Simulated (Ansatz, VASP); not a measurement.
## One calculation of WS2, two programs

```
W S
1.0
     1.57900    0.91164    6.16333
    -1.57900    0.91164    6.16333
     0.00000   -1.82327    6.16333
W S
1 2
Direct
  0.00000 0.00000 0.00000
  0.58100 0.58100 0.58100
  0.75030 0.75030 0.75030
```

Measurements of this composition are mostly on another form, of space group No. 194.

Alike in both runs: task single point; functional PBE; k mesh 10 × 10 × 10; occupations fermi-dirac, width 0.05 eV; no spin polarisation.

```csv
,VASP,Ansatz
version,VASP 6.6.1,Ansatz 0.2.0
potentials or method,"VASP PAW PBE potentials, release 64 (W_sv, S)",Ansatz PAW
plane-wave cutoff (eV),520,420
valence electrons in the cell,26,26
```

```tsv
	VASP	Ansatz	Ansatz less VASP
gap on the k mesh at the Fermi level (eV)	1.08	1.06	-0.017
least direct gap on the mesh (eV)	2.24	2.24	-0.003
pressure (GPa)	4.5	4.6	+0.04
largest component of the traceless stress (GPa)	0.35	0.35	+0.001
rms of the force components (eV/Å)	0.268	0.267	-0.0006
```

Atom by atom the forces differ by 0.001 eV/Å (rms over components).

Caveats: spin-orbit coupling is left out, which moves the levels of the heavy elements. A k mesh can miss the band edges.
